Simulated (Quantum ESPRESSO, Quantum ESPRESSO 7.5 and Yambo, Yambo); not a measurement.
## Quasiparticle gap of BAs (F-43m) in Yambo

Aim: the G0W0 gap of BAs (F-43m) on PBE, step by step.

Main program and level: Quantum ESPRESSO 7.5 and Yambo 5.3.0; PBE and many-body steps on it, plane waves.

**What was measured.**

- Gap 1.82 eV: indirect optical gap from absorption edge; UV-visible absorption; 300 K; bulk crystal (single crystal grown by chemical vapor transport) (“Basic Physical Properties of Cubic Boron Arsenide”, 2019, arxiv:1911.11281).

- Gap 4.12 eV: direct gap from square of absorption coefficient, average of two samples; spectroscopic ellipsometry; 300 K; bulk crystal (CVT-grown opaque bulk crystals) (“Optical properties of cubic boron arsenide”, 2019, arxiv:1911.04914).

- Gap 2.02 eV: indirect gap from square root of absorption coefficient, average of three samples; transmission and reflection spectroscopy; 300 K; bulk crystal (CVT-grown platelets about 10 um thick) (“Optical properties of cubic boron arsenide”, 2019, arxiv:1911.04914).

### 1. Starting point

The structure is cubic, space group F-43m (No. 216). Conventional cell: a = 4.777 Å, b = 4.777 Å, c = 4.777 Å, α = 90.00°, β = 90.00°, γ = 90.00°. Nearest to B lie 4 As at 2.07 Å. Nearest to As lie 4 B at 2.07 Å. Farther neighbours are not listed.

Coordinates:

```cif
data_structure
_symmetry_space_group_name_H-M 'P 1'
_symmetry_Int_Tables_number 1
_cell_length_a 3.3778
_cell_length_b 3.3778
_cell_length_c 3.3778
_cell_angle_alpha 60.000
_cell_angle_beta 60.000
_cell_angle_gamma 60.000
_cell_volume 27.25
loop_
_atom_site_label
_atom_site_type_symbol
_atom_site_fract_x
_atom_site_fract_y
_atom_site_fract_z
_atom_site_occupancy
B1 B 0.00000 0.00000 0.00000 1
As2 As 0.25000 0.25000 0.25000 1
```

The cell and positions come from the Crystallography Open Database and are kept as given unless a step says otherwise.

### 2. Ground state

This step: Quantum ESPRESSO 7.5; DFT, PBE, plane waves, norm-conserving pseudopotentials.

The ground-state density comes first.

The input, pw.in:

```
&control
  calculation = 'scf'
  prefix = 'x'
  outdir = 'o'
  pseudo_dir = 'pseudo'
/
&system
  ibrav = 0
  nat = 2
  ntyp = 2
  ecutwfc = 100.0
  nbnd = 18
  force_symmorphic = .true.
/
&electrons
  conv_thr = 1e-10
  electron_maxstep = 80
  mixing_beta = 0.5
/
ATOMIC_SPECIES
  B 10.81 B.upf
  As 74.922 As.upf
CELL_PARAMETERS angstrom
  -0.0000000000 2.3885000000 2.3885000000
  2.3885000000 -0.0000000000 2.3885000000
  2.3885000000 2.3885000000 -0.0000000000
ATOMIC_POSITIONS crystal
  B 0.0000000000 0.0000000000 0.0000000000
  As 0.2500000000 0.2500000000 0.2500000000
K_POINTS automatic
  8 8 8 0 0 0
```

On the command line:

```console
OMP_NUM_THREADS=1 mpirun -n 4 pw.x -nk 4 -in pw.in > pw.out
```

The log of the run:

```text
Program PWSCF v.7.5 starts

     This program is part of the open-source Quantum ESPRESSO suite
     for quantum simulation of materials; please cite
         "P. Giannozzi et al., J. Phys.:Condens. Matter 21 395502 (2009);
         "P. Giannozzi et al., J. Phys.:Condens. Matter 29 465901 (2017);
         "P. Giannozzi et al., J. Chem. Phys. 152 154105 (2020);
     in publications or presentations arising from this work. More details at
     Message from routine setup:
     using ibrav=0 with symmetry is DISCOURAGED, use correct ibrav instead

     G-vector sticks info

     bravais-lattice index     =            0
     lattice parameter (alat)  =       6.3832  a.u.
     unit-cell volume          =     183.9087 (a.u.)^3
     number of atoms/cell      =            2
     number of atomic types    =            2
     number of electrons       =        26.00
     number of Kohn-Sham states=           18
     kinetic-energy cutoff     =     100.0000  Ry
     charge density cutoff     =     400.0000  Ry
     scf convergence threshold =      1.0E-10
     mixing beta               =       0.5000
     number of iterations used =            8  plain     mixing
     Exchange-correlation= PBE
                           (   1   4   3   4   0   0   0)

     celldm(1)=   6.383210  celldm(2)=   0.000000  celldm(3)=   0.000000
     celldm(4)=   0.000000  celldm(5)=   0.000000  celldm(6)=   0.000000

     crystal axes: (cart. coord. in units of alat)
               a(1) = (  -0.000000   0.707107   0.707107 )
               a(2) = (   0.707107  -0.000000   0.707107 )
               a(3) = (   0.707107   0.707107  -0.000000 )

     reciprocal axes: (cart. coord. in units 2 pi/alat)
               b(1) = ( -0.707107  0.707107  0.707107 )
               b(2) = (  0.707107 -0.707107  0.707107 )
               b(3) = (  0.707107  0.707107 -0.707107 )
     Pseudo is Norm-conserving + core correction, Zval =  3.0
     Generated using ONCVPSP code by D. R. Hamann
     Using radial grid of 1534 points,  4 beta functions with:
     Pseudo is Norm-conserving + core correction, Zval = 23.0
     Generated using ONCVPSP code by D. R. Hamann
     Using radial grid of 1358 points,  6 beta functions with:
     B                 3.00    10.81000     B ( 1.00)
     As               23.00    74.92200     As( 1.00)

     24 Sym. Ops. (no inversion) found

   Cartesian axes

     site n.     atom                  positions (alat units)
         1        B      tau(   1) = (   0.0000000   0.0000000   0.0000000  )
         2        As     tau(   2) = (   0.3535534   0.3535534   0.3535534  )

     number of k points=    29
                       cart. coord. in units 2pi/alat
        k(    1) = (   0.0000000   0.0000000   0.0000000), wk =   0.0039062
        k(    2) = (   0.0883883   0.0883883  -0.0883883), wk =   0.0312500
        k(    3) = (   0.1767767   0.1767767  -0.1767767), wk =   0.0312500
        k(    4) = (   0.2651650   0.2651650  -0.2651650), wk =   0.0312500
        k(    5) = (  -0.3535534  -0.3535534   0.3535534), wk =   0.0156250
        k(    6) = (   0.1767767   0.0000000   0.0000000), wk =   0.0234375
        k(    7) = (   0.2651650   0.0883883  -0.0883883), wk =   0.0937500
        k(    8) = (   0.3535534   0.1767767  -0.1767767), wk =   0.0937500
        k(    9) = (  -0.2651650  -0.4419417   0.4419417), wk =   0.0937500
        k(   10) = (  -0.1767767  -0.3535534   0.3535534), wk =   0.0937500
     [... 17 further rows ...]
        k(   28) = (  -0.7071068   0.1767767  -0.0000000), wk =   0.0468750
        k(   29) = (  -0.7071068   0.3535534   0.0000000), wk =   0.0234375

     Dense  grid:    24933 G-vectors     FFT dimensions: (  45,  45,  45)

     Initial potential from superposition of free atoms

     starting charge      25.9995, renormalised to      26.0000
     Starting wfcs are   17 randomized atomic wfcs +    1 random wfcs

     per-process dynamical memory:    28.0 Mb

     Self-consistent Calculation

     iteration #  1     ecut=   100.00 Ry     beta= 0.50

     Threshold (ethr) on eigenvalues was too large:
     Diagonalizing with lowered threshold

     total energy              =    -616.36632469 Ry
     estimated scf accuracy    <       0.15484101 Ry

     iteration #  2     ecut=   100.00 Ry     beta= 0.50

     total energy              =    -616.39434790 Ry
     estimated scf accuracy    <       0.01138268 Ry

     iteration #  3     ecut=   100.00 Ry     beta= 0.50

     total energy              =    -616.39524841 Ry
     estimated scf accuracy    <       0.00166439 Ry

     iteration #  4     ecut=   100.00 Ry     beta= 0.50

     total energy              =    -616.39531919 Ry
     estimated scf accuracy    <       0.00003906 Ry

     iteration #  5     ecut=   100.00 Ry     beta= 0.50

     total energy              =    -616.39532577 Ry
     estimated scf accuracy    <       0.00000277 Ry

     iteration #  6     ecut=   100.00 Ry     beta= 0.50

     total energy              =    -616.39532626 Ry
     estimated scf accuracy    <       0.00000018 Ry

     iteration #  7     ecut=   100.00 Ry     beta= 0.50

     total energy              =    -616.39532630 Ry
     estimated scf accuracy    <       0.00000002 Ry

     iteration #  8     ecut=   100.00 Ry     beta= 0.50

     total energy              =    -616.39532631 Ry
     estimated scf accuracy    <          2.4E-09 Ry

     iteration #  9     ecut=   100.00 Ry     beta= 0.50

     total energy              =    -616.39532631 Ry
     estimated scf accuracy    <          5.6E-10 Ry

     iteration # 10     ecut=   100.00 Ry     beta= 0.50

     End of self-consistent calculation

          k = 0.0000 0.0000 0.0000 (  3119 PWs)   bands (ev):

  -173.2771-116.6590-116.6590-116.6590 -23.6917 -23.6917 -23.6917 -23.6721
   -23.6721  -3.2329  12.1652  12.1652  12.1652  15.4540  15.4540  15.4540
    16.8509  21.7655

          k = 0.0884 0.0884-0.0884 (  3092 PWs)   bands (ev):

  -173.2771-116.6590-116.6590-116.6590 -23.6913 -23.6906 -23.6906 -23.6720
   -23.6720  -2.9769  10.2039  11.7279  11.7279  15.5689  16.0312  16.0312
    18.1294  22.7110

          k = 0.1768 0.1768-0.1768 (  3104 PWs)   bands (ev):

  -173.2771-116.6590-116.6590-116.6590 -23.6901 -23.6883 -23.6883 -23.6713
   -23.6713  -2.2319   7.2340  11.0180  11.0180  15.2404  16.8332  16.8332
    20.0766  23.4880

          k = 0.2652 0.2652-0.2652 (  3097 PWs)   bands (ev):

     [... further k-points ...]

     highest occupied, lowest unoccupied level (ev):    12.1652   13.3722

!    total energy              =    -616.39532631 Ry
     estimated scf accuracy    <          1.7E-11 Ry

     The total energy is the sum of the following terms:
     one-electron contribution =    -522.16253670 Ry
     hartree contribution      =     249.08349149 Ry
     xc contribution           =     -57.81061323 Ry
     ewald contribution        =    -285.50566787 Ry

     convergence has been achieved in  10 iterations

     XML data file, charge density, pseudopotentials, collected wavefunctions

=------------------------------------------------------------------------------=
   JOB DONE.
=------------------------------------------------------------------------------=
```

Run time: 11 s. Hardware: 4 MPI ranks of Arm Neoverse V1, shared host; peak memory 0.25 GiB; 43 s of CPU time.

Numbers from this step:

```
total energy               : -8386.4857 eV
gap                        : 1.207 eV
k of the valence top       : 0, 0, 0
k of the conduction bottom : 0, 0.375, 0.375
least direct gap           : 3.289 eV
```

The gap is indirect, with the least direct gap 2.08 eV higher.

### 3. Bands along the symmetry lines

The cheap functional maps the bands first; the places of the edges decide which points the dearer methods must see.

The input, pw.in:

```
&control
  calculation = 'bands'
  prefix = 'x'
  outdir = 'o'
  pseudo_dir = 'pseudo'
/
&system
  ibrav = 0
  nat = 2
  ntyp = 2
  ecutwfc = 100.0
  nbnd = 19
  force_symmorphic = .true.
/
&electrons
  conv_thr = 1e-9
  electron_maxstep = 80
  diago_full_acc = .true.
  diago_thr_init = 5e-6
/
ATOMIC_SPECIES
  B 10.81 B.upf
  As 74.922 As.upf
CELL_PARAMETERS angstrom
  -0.0000000000 2.3885000000 2.3885000000
  2.3885000000 -0.0000000000 2.3885000000
  2.3885000000 2.3885000000 -0.0000000000
ATOMIC_POSITIONS crystal
  B 0.0000000000 0.0000000000 0.0000000000
  As 0.2500000000 0.2500000000 0.2500000000
K_POINTS crystal
  50
  0.00000000 0.00000000 0.00000000 1
  -0.06250000 -0.06250000 0.00000000 1
  -0.12500000 -0.12500000 0.00000000 1
  -0.18750000 -0.18750000 0.00000000 1
  -0.25000000 -0.25000000 0.00000000 1
  -0.31250000 -0.31250000 0.00000000 1
  -0.37500000 -0.37500000 0.00000000 1
  -0.43750000 -0.43750000 0.00000000 1
  -0.50000000 -0.50000000 0.00000000 1
  -0.48437500 -0.48437500 0.03125000 1
  -0.46875000 -0.46875000 0.06250000 1
  -0.45312500 -0.45312500 0.09375000 1
  -0.43750000 -0.43750000 0.12500000 1
  -0.42187500 -0.42187500 0.15625000 1
  -0.40625000 -0.40625000 0.18750000 1
  -0.39062500 -0.39062500 0.21875000 1
  -0.37500000 -0.37500000 0.25000000 1
  -0.37500000 0.00000000 0.37500000 1
  -0.32812500 0.00000000 0.32812500 1
  -0.28125000 0.00000000 0.28125000 1
  -0.23437500 0.00000000 0.23437500 1
  -0.18750000 0.00000000 0.18750000 1
  -0.14062500 0.00000000 0.14062500 1
  -0.09375000 0.00000000 0.09375000 1
  -0.04687500 0.00000000 0.04687500 1
  0.00000000 0.00000000 0.00000000 1
  0.00000000 0.00000000 0.06250000 1
  0.00000000 0.00000000 0.12500000 1
  0.00000000 0.00000000 0.18750000 1
  0.00000000 0.00000000 0.25000000 1
  0.00000000 0.00000000 0.31250000 1
  0.00000000 0.00000000 0.37500000 1
  0.00000000 0.00000000 0.43750000 1
  -0.00000000 -0.00000000 0.50000000 1
  -0.06250000 -0.03125000 0.46875000 1
  -0.12500000 -0.06250000 0.43750000 1
  -0.18750000 -0.09375000 0.40625000 1
  -0.25000000 -0.12500000 0.37500000 1
  -0.31250000 -0.15625000 0.34375000 1
  -0.37500000 -0.18750000 0.31250000 1
  -0.43750000 -0.21875000 0.28125000 1
  -0.50000000 -0.25000000 0.25000000 1
  -0.50000000 -0.28125000 0.21875000 1
  -0.50000000 -0.31250000 0.18750000 1
  -0.50000000 -0.34375000 0.15625000 1
  -0.50000000 -0.37500000 0.12500000 1
  -0.50000000 -0.40625000 0.09375000 1
  -0.50000000 -0.43750000 0.06250000 1
  -0.50000000 -0.46875000 0.03125000 1
  -0.50000000 -0.50000000 0.00000000 1
```

The log of the run:

```text
[banner, memory and clock lines left out]
Program PWSCF v.7.5 starts

     Atomic positions and unit cell read from directory:
     o/x.save/

     Message from routine setup:
     using ibrav=0 with symmetry is DISCOURAGED, use correct ibrav instead

     G-vector sticks info

     bravais-lattice index     =            0
     lattice parameter (alat)  =       6.3832  a.u.
     unit-cell volume          =     183.9087 (a.u.)^3
     number of atoms/cell      =            2
     number of atomic types    =            2
     number of electrons       =        26.00
     number of Kohn-Sham states=           19
     kinetic-energy cutoff     =     100.0000  Ry
     charge density cutoff     =     400.0000  Ry
     Exchange-correlation= PBE
                           (   1   4   3   4   0   0   0)

     celldm(1)=   6.383210  celldm(2)=   0.000000  celldm(3)=   0.000000
     celldm(4)=   0.000000  celldm(5)=   0.000000  celldm(6)=   0.000000

     crystal axes: (cart. coord. in units of alat)
               a(1) = (  -0.000000   0.707107   0.707107 )
               a(2) = (   0.707107  -0.000000   0.707107 )
               a(3) = (   0.707107   0.707107  -0.000000 )

     reciprocal axes: (cart. coord. in units 2 pi/alat)
               b(1) = ( -0.707107  0.707107  0.707107 )
               b(2) = (  0.707107 -0.707107  0.707107 )
               b(3) = (  0.707107  0.707107 -0.707107 )
     Pseudo is Norm-conserving + core correction, Zval =  3.0
     Generated using ONCVPSP code by D. R. Hamann
     Using radial grid of 1534 points,  4 beta functions with:
     Pseudo is Norm-conserving + core correction, Zval = 23.0
     Generated using ONCVPSP code by D. R. Hamann
     Using radial grid of 1358 points,  6 beta functions with:
     B                 3.00    10.81000     B ( 1.00)
     As               23.00    74.92200     As( 1.00)

     24 Sym. Ops. (no inversion) found

   Cartesian axes

     site n.     atom                  positions (alat units)
         1        B      tau(   1) = (   0.0000000   0.0000000   0.0000000  )
         2        As     tau(   2) = (   0.3535534   0.3535534   0.3535534  )

     number of k points=    50
                       cart. coord. in units 2pi/alat
        k(    1) = (   0.0000000   0.0000000   0.0000000), wk =   0.0400000
        k(    2) = (   0.0000000   0.0000000  -0.0883883), wk =   0.0400000
        k(    3) = (   0.0000000   0.0000000  -0.1767767), wk =   0.0400000
[...]
[... 38 further rows ...]
        k(   49) = (   0.0441942  -0.0000000  -0.7071068), wk =   0.0400000
        k(   50) = (   0.0000000   0.0000000  -0.7071068), wk =   0.0400000

     Dense  grid:    24933 G-vectors     FFT dimensions: (  45,  45,  45)

     The potential is recalculated from file :
     o/x.save/charge-density

     Starting wfcs are   17 randomized atomic wfcs +    2 random wfcs

     Band Structure Calculation

     End of band structure calculation

          k = 0.0000 0.0000 0.0000 (  3119 PWs)   bands (ev):

  -173.2770-116.6589-116.6589-116.6589 -23.6917 -23.6917 -23.6917 -23.6720
   -23.6720  -3.2329  12.1652  12.1652  12.1652  15.4540  15.4540  15.4540
    16.8509  21.7656  25.3322

          k = 0.0000 0.0000-0.0884 (  3115 PWs)   bands (ev):

  -173.2770-116.6589-116.6589-116.6589 -23.6919 -23.6911 -23.6911 -23.6722
   -23.6718  -3.1471  11.7377  11.7838  11.7838  15.2182  15.9295  15.9295
    17.2349  22.1194  23.9086

          k = 0.0000 0.0000-0.1768 (  3107 PWs)   bands (ev):

  -173.2770-116.6589-116.6589-116.6589 -23.6925 -23.6894 -23.6894 -23.6728
   -23.6711  -2.8912  10.7175  11.0060  11.0060  14.7555  16.9850  16.9850
    17.8021  22.3845  23.0796

          k =-0.0000 0.0000-0.2652 (  3122 PWs)   bands (ev):

[...]
k = 0.0000 0.0000-0.3536 (  3122 PWs)   bands (ev):

[...]
k = 0.0000-0.0000-0.4419 (  3090 PWs)   bands (ev):

[...]
k =-0.0000 0.0000-0.5303 (  3090 PWs)   bands (ev):

[...]
k = 0.0000-0.0000-0.6187 (  3102 PWs)   bands (ev):

[...]
k = 0.5303-0.0000-0.5303 (  3108 PWs)   bands (ev):

[...]
k = 0.0000 0.0000 0.0000 (  3119 PWs)   bands (ev):

[...]
k = 0.1326 0.0000-0.7071 (  3126 PWs)   bands (ev):

[...]
k = 0.0884-0.0000-0.7071 (  3106 PWs)   bands (ev):

[...]
k = 0.0442-0.0000-0.7071 (  3104 PWs)   bands (ev):

  -173.2770-116.6590-116.6589-116.6589 -23.6966 -23.6779 -23.6760 -23.6758
   -23.6661   0.9521   3.6654   8.0299   8.0376  13.7217  13.7363  23.4411
    23.4928  24.9847  29.1559

          k = 0.0000 0.0000-0.7071 (  3138 PWs)   bands (ev):

  -173.2770-116.6590-116.6590-116.6590 -23.6968 -23.6780 -23.6759 -23.6759
   -23.6660   0.9463   3.6514   8.0912   8.0912  13.6158  13.6240  23.5578
    23.5578  25.0446  29.4487

     XML data file, pseudopotentials, collected wavefunctions
```

Elapsed: 4.3 s, on 4 MPI ranks; peak memory 0.22 GiB.

This step gave:

| Item | Value |
| --- | --- |
| gap | 1.207 eV |
| k of the valence top | 0, 0, 0 |
| k of the conduction bottom | -0.375, -0.375, 0 |
| least direct gap | 3.289 eV |

The gap is 1.207 eV, as in the run before at this level.

The electronic bands at the labelled points (eV, zero at the top of the highest filled band):

| point | band 10 | band 11 | band 12 | band 13 | band 14 | band 15 | band 16 | band 17 |
| --- | --- | --- | --- | --- | --- | --- | --- | --- |
| Γ | -15.40 | 0.00 | 0.00 | 0.00 | 3.29 | 3.29 | 3.29 | 4.69 |
| halfway | -14.05 | -4.09 | -2.70 | -2.70 | 1.67 | 4.55 | 7.41 | 7.41 |
| X | -11.22 | -8.51 | -4.07 | -4.07 | 1.45 | 1.46 | 11.39 | 11.39 |
| halfway | -11.19 | -8.41 | -4.90 | -3.92 | 1.61 | 2.81 | 10.72 | 10.82 |
| U | -11.26 | -8.13 | -5.94 | -3.48 | 2.06 | 5.56 | 9.24 | 9.78 |
| jump to K | -11.26 | -8.13 | -5.94 | -3.48 | 2.06 | 5.56 | 9.24 | 9.78 |
| halfway | -13.91 | -5.13 | -3.78 | -1.13 | 3.99 | 4.92 | 5.80 | 7.01 |
| Γ | -15.40 | 0.00 | 0.00 | 0.00 | 3.29 | 3.29 | 3.29 | 4.69 |
| halfway | -14.40 | -4.93 | -1.15 | -1.15 | 3.08 | 4.67 | 4.67 | 7.91 |
| L | -12.53 | -8.77 | -1.82 | -1.82 | 2.70 | 4.80 | 4.80 | 8.90 |
| halfway | -11.96 | -8.28 | -4.55 | -3.07 | 3.98 | 4.79 | 7.48 | 9.06 |
| W | -11.06 | -8.05 | -5.48 | -5.19 | 5.27 | 5.95 | 6.83 | 7.06 |
| halfway | -11.14 | -8.31 | -4.81 | -4.69 | 2.90 | 3.02 | 9.72 | 10.01 |
| X | -11.22 | -8.51 | -4.07 | -4.07 | 1.45 | 1.46 | 11.39 | 11.39 |

The electronic bands as a text plot (rows in eV, shown from -8.0 to 7.2 only):

```
    6.9 |                   +++++++        +            +++
    6.3 |    +                     ++    ++          +   ++
    5.6 |  +++            +   +++                   +   +  +
    5.0 |++++            +      +++  ++++    +++++++  ++ +++
    4.4 |     ++                 ++++      ++       ++ ++   +
    3.7 | +     ++      +     ++++++++  +++          ++
    3.1 |++            +    ++       +++ +++++++  +++        +
    2.5 |  ++     +        +                    ++            +
    1.8 |    +++   ++ +++++                                    ++
    1.2 |       +++++++
    0.6 |
   -0.1 |**                        ******
   -0.7 | *                      **  *  ****
   -1.3 |  **                   *  **       ****
   -2.0 |    *                **   **    **     *****
   -2.6 |    ***            **   **                 **
   -3.2 |       **        **               *          *
   -3.9 |     **  ********      ***                  * *        *
   -4.5 |             *       **                      * **   ***
   -5.1 |              **       *           *          *  ***
   -5.8 |       **       *****                          ***
   -6.4 |                     **             **
   -7.0 |         *         **
   -7.7 |          **      *                   *        *
         Γ           X  U|K            Γ         L        W     X
```

[end of part 1 of 3]

[Paths, hosts, dates, memory and timing lines, banners, echoed tables and standing remarks are left out of the program output.]

[Logs are printed without paths, hosts, clocks, repeated set-up lines and the standing remarks that a program may print on its own settings, such as how far it seeks lower states.]

[Runs of the session that timed out or met a known fault of the program may be left out.]

[Hosts, paths, dates, database ids (printed as entryN), source tags and the programs' standing remarks are cut or masked in the printed files.]
